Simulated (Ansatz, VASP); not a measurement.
## Two plane-wave programs on Au

INCAR

```
ALGO = Normal ; EDIFF = 1E-6
ENCUT = 520 ; GGA = PS
ISIF = 2 ; ISMEAR = -1
LASPH = True ; LCHARG = False
LREAL = False ; LWAVE = False
NBANDS = 18 ; NELM = 60
PREC = Accurate ; SIGMA = 0.1
```

File KPOINTS:

```
k-points
0
Gamma
  14 14 8
```

Contents of POSCAR:

```
Au
1.0
    2.8257790013      0.0000000000      0.0000000000
   -1.4128895006      2.4471964006      0.0000000000
    0.0000000000      0.0000000000      4.7251796755
Au
2
Direct
    0.3333333333      0.6666666667      0.2500000000
    0.6666666667      0.3333333333      0.7500000000
```

Input for Ansatz:

```yaml
crystal:
  lattice:
    - [2.8257790013, 0.0, 0.0]
    - [-1.4128895006, 2.4471964006, 0.0]
    - [0.0, 0.0, 4.7251796755]
  atoms:
    - { symbol: Au, position: [0.3333333333, 0.6666666667, 0.25] }
    - { symbol: Au, position: [0.6666666667, 0.3333333333, 0.75] }
hamiltonian:
  xc: pbesol
  pseudopotentials:
    kind: paw
    azcp:
      Au: "pseudopotentials/Au.paw.azcp"
basis:
  ecutwfc: 420
  fft_grid_basis: typed
kpoints:
  mp_grid: { grid: [14, 14, 8], shift: [0, 0, 0] }
magnetization:
  spin_polarized: false
scf:
  occupations: { method: fermi_dirac, width: 0.1 }
  lower_state_search: "off"
output:
  stress: true
```

Alike in both runs: task single point; functional PBEsol; k mesh 14 × 14 × 8; occupations fermi-dirac, width 0.1 eV; no spin polarisation.

|  | VASP | Ansatz |
| --- | --- | --- |
| version | VASP 6.6.1 | Ansatz 0.2.0 |
| potentials or method | VASP PAW PBE potentials, release 64 (Au) | plane waves (420 eV) with PAW, scalar-relativistic |
| plane-wave cutoff (eV) | 520 | 420 |
| valence electrons in the cell | 22 | 38 |

Ansatz gave:

```
pressure (GPa)                                  : 8.1
largest component of the traceless stress (GPa) : 0.06
```

**Question.** Estimate VASP's values.

**Answer.** Pressure (GPa): 7.8; largest component of the traceless stress (GPa): 0.08.

The two sets of potentials don't hold the same shells in valence. Ansatz warned: «pseudo_functional_mismatch».

Caveats: the PAW data sets were made with another functional, which shifts forces and pressure a little (VASP). Spin-orbit coupling is left out, which matters for the levels of Au.
